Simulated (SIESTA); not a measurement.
Ti:

```xyz
2
Lattice="2.9500 0.0000 0.0000 -1.4750 2.5548 0.0000 0.0000 0.0000 4.6800" Properties=species:S:1:pos:R:3 pbc="T T T"
Ti    1.4750    0.8516    3.5100
Ti    0.0000    1.7032    1.1700
```

Base run:

* Program: SIESTA 5.4.2
* Functional: PBE
* Potentials or basis: PseudoDojo 0.4 standard (PBE files)
* Basis: TZP (energy shift 0.002 Ry)
* Grid cutoff: 800 Ry
* Energy shift: 0.002 Ry
* k mesh: 10 × 10 × 6
* Occupations: fermi-dirac, width 0.05 eV
* Spin: no spin polarisation

Its results: band gap on the k mesh none (metal or under the smearing width); pressure -1.7 GPa.

After a change of settings the same cell gave: band gap on the k mesh none (metal or under the smearing width); pressure 1.2 GPa. Which change was it?
A. functional from PBE to vdW-DF; basis from TZP (energy shift 0.002 Ry) to DZDP (energy shift 0.002 Ry)
B. basis from TZP (energy shift 0.002 Ry) to DZP (energy shift 0.003 Ry; two zetas on semicore shells); energy shift from 0.002 Ry to 0.003 Ry
C. basis from TZP (energy shift 0.002 Ry) to DZP (energy shift 0.002 Ry)

A.

Caveats: semicore shells carry a single zeta, which can move pressures by several GPa and volumes by a few percent; the basis of atomic orbitals isn't converged, which shifts pressures, moduli and gaps; the basis holds too few empty states to meet the f-sum rule, so the spectrum is short of weight at high energy (some runs); the potentials were made for another functional, which shifts forces and pressure (some runs).

Not every run made on this cell is shown here.
